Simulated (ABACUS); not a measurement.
The system is I.

```xyz
1
Lattice="0.0000 2.3656 3.9098 2.1922 0.0000 3.9098 2.1922 2.3656 0.0000" Properties=species:S:1:pos:R:3 pbc="T T T"
I     0.0000    0.0000    0.0000
```

| Property | Result |
| --- | --- |
| Program | ABACUS 3.10.1 |
| Task | relaxation of cell and atoms |
| Functional | HLE16 |
| Potentials or basis | Ansatz NC PBE |
| Cutoff | 966 eV |
| Density cutoff | 3864 eV |
| Basis | plane waves |
| k mesh | 7 × 7 × 7 |
| Occupations | fermi-dirac, width 0.05 eV |
| Spin | no spin polarisation |

At the start: pressure -1.0 GPa; volume 40.55 Å³/atom.

**Question.** Where does the relaxation end?

**Answer.** Over 14 steps the energy falls by 184.8 meV/atom and the volume is 61.43 Å³/atom (+51.5 %); space group Fmmm (No. 69, to 0.05 Å).

Step by step:
```tsv
step	energy change (eV)	largest force (eV/Å)	pressure (GPa)	volume (Å³)
1	0.0000	0.0000	-0.98	40.55
2	-0.0326	0.0000	-0.55	40.13
3	-0.0879	0.0000	3.64	38.54
4	-0.1096	0.0000	1.56	39.81
5	-0.1221	0.0000	1.17	40.85
6	-0.1698	0.0000	-0.03	47.69
7	-0.1782	0.0000	-0.06	50.56
8	-0.1823	0.0000	0.01	53.54
9	-0.1837	0.0000	0.02	55.90
10	-0.1843	0.0000	0.01	57.92
11	-0.1846	0.0000	0.00	59.67
12	-0.1848	0.0000	-0.01	60.96
13	-0.1848	0.0000	-0.01	61.43
14	-0.1848	0.0000	0.00	61.43
```

Final structure:
```
I
1.0
     0.00000    2.23844    6.46280
     2.12315    0.00000    6.46280
     2.12315    2.23844    0.00000
I
1
Direct
  0.00000 0.00000 0.00000
```

Caveat: the volume moved by over 15 % at a fixed basis, so the end points are rough; the potentials were made for a functional far from this one; the potentials were made for another functional, which shifts forces and pressure; an odd number of electrons without spin polarisation forces a metal; a magnetic or distorted state may lie lower.
